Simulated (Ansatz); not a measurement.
Rocksalt SrO, relaxed with r2SCAN in Ansatz. Space group Fm-3m (No. 225), cubic; a = 5.160 Å in the conventional setting, 17.17 Å³ an atom. Sr has 6 O at 2.58 Å; O has 6 Sr at 2.58 Å.

The axes x, y and z are those of this cell:
```
CELL_PARAMETERS angstrom
0.00000 2.57989 2.57989
2.57989 0.00000 2.57989
2.57989 2.57989 0.00000
ATOMIC_POSITIONS crystal
Sr 0.00000 0.00000 0.00000
O 0.50000 0.50000 0.50000
```

Unstrained: With PBE the valence top lies at Γ and the conduction bottom at X, 3.318 eV higher; the smallest vertical gap, at X, is 3.403 eV. r2SCAN gives an indirect gap of 3.799 eV, from Γ to X; the least direct gap is 3.880 eV at X. The HSE06 gap is indirect, 4.794 eV (Γ to X), below the direct gap of 4.890 eV at X. Meshes: PBE 8×8×8, r2SCAN 8×8×8, HSE06 6×6×6. Strains are changes of length per length. After each strain the atoms were relaxed again with r2SCAN within the symmetry that the strain leaves, so tilts or polar shifts that break it weren't tested; points keep the names that they have in the unstrained zone. No spin polarisation and no zero-point or thermal motion.

(1) Estimate what isotropic -1.74 % on every length does to the gap.

(2) One strain changed the r2SCAN stress by xx +8.79, yy +8.79, zz +0.03 GPa (compression positive) and the gap by -0.144 eV (PBE), -0.146 eV (r2SCAN), -0.117 eV (HSE06). Which kind of strain was it, and roughly how large?

(3) Apply uniaxial +0.88 % along x, other directions held. How far does the gap move, against the unstrained cell?

## Answers

(1) PBE: the gap goes from 3.318 to 3.289 eV (-0.029 eV). r2SCAN: the gap goes from 3.799 to 3.774 eV (-0.025 eV). HSE06: the gap goes from 4.794 to 4.782 eV (-0.012 eV). The r2SCAN energy rises by 14.5 meV an atom.

(2) Epitaxial -3.38 % in the xy plane, free normal strain +1.93 %. The pattern of the stress gives the kind; the size needs the stiffness, so it is an estimate.

(3) PBE: the gap goes from 3.318 to 3.302 eV (-0.016 eV); with r2SCAN the top three valence levels at Γ, degenerate before, become 2+1 from the top over 28 meV. r2SCAN: the gap goes from 3.799 to 3.782 eV (-0.017 eV). HSE06: the gap goes from 4.794 to 4.777 eV (-0.017 eV). The r2SCAN energy rises by 0.7 meV an atom.

The meshes of the hybrids are coarse, so their gaps aren't converged to the digits shown.

The splittings at Γ are without spin-orbit coupling, which regroups them where it is of like size or larger.
